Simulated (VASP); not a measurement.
LiH: relaxation of cell and atoms with PBEsol

LiH:

```
CELL_PARAMETERS angstrom
0.00000 2.00862 2.00862
2.00862 0.00000 2.00862
2.00862 2.00862 0.00000
ATOMIC_POSITIONS crystal
Li 0.00000 0.00000 0.00000
H 0.50000 0.50000 0.50000
```

The cell is a database's computed one.

| Quantity | Value |
| --- | --- |
| Program | VASP 6.6.1 |
| Task | relaxation of cell and atoms |
| Functional | PBEsol |
| Potentials or basis | VASP PAW PBE potentials, release 64 (Li_sv, H) |
| Cutoff | 600 eV |
| k mesh | 10 × 10 × 10 |
| Occupations | gaussian, width 0.02 eV |
| Spin | no spin polarisation |
| Further INCAR settings | ALGO = Normal; EDIFF = 1e-07; IBRION = 2; EDIFFG = -0.005; NSW = 90; ISIF = 3 |

```json
{"Relaxed volume": "7.84 Å³/atom", "Relaxed cell": "a = 2.810 Å, b = 2.810 Å, c = 2.810 Å, α = 60.00°, β = 60.00°, γ = 60.00°", "Space group after relaxing (to 0.05 Å)": "Fm-3m (No. 225)", "Energy gained by relaxing": "0.9 meV/atom", "Ionic steps": "3", "Pressure after relaxing": "0.0 GPa", "Band gap on the k mesh": "2.72 eV, direct"}
```

Step by step:
```
step  energy change (eV)  largest force (eV/Å)  pressure (GPa)  volume (Å³)
   1              0.0000                0.0000           -1.13        16.21
   2             -0.0008                0.0000           -0.85        16.07
   3             -0.0019                0.0000            0.03        15.68
```

Final structure:
```cif
data_structure
_symmetry_space_group_name_H-M 'P 1'
_symmetry_Int_Tables_number 1
_cell_length_a 2.8095
_cell_length_b 2.8095
_cell_length_c 2.8095
_cell_angle_alpha 60.000
_cell_angle_beta 60.000
_cell_angle_gamma 60.000
_cell_volume 15.68
loop_
_atom_site_label
_atom_site_type_symbol
_atom_site_fract_x
_atom_site_fract_y
_atom_site_fract_z
_atom_site_occupancy
Li1 Li 0.00000 0.00000 0.00000 1
H1 H 0.50000 0.50000 0.50000 1
```

Levels at points of the mesh, in eV from the valence-band top:
```csv
k point,band 1,band 2,band 3,band 4,band 5
"(0.00, 0.00, 0.00)",-43.68,-5.65,16.44,17.99,17.99
"(0.50, 0.00, 0.00)",-43.62,-2.78,4.76,13.79,16.53
"(0.50, 0.50, 0.00)",-43.61,0.00,2.72,10.75,10.75
```

Wall time 8.4 s on 1 thread of Intel(R) Xeon(R) Platinum 8488C (Sapphire Rapids) (shared host), peak memory 0.13 GiB.

Caveat: the cutoff is under 1.25 times the usual one of these potentials, so pressure, stress and relaxed cells hold a basis-set (Pulay) error; the PAW data sets were made with another functional, which shifts forces and pressure a little. PBEsol gaps usually lie below the measured ones, often by a third to a half.
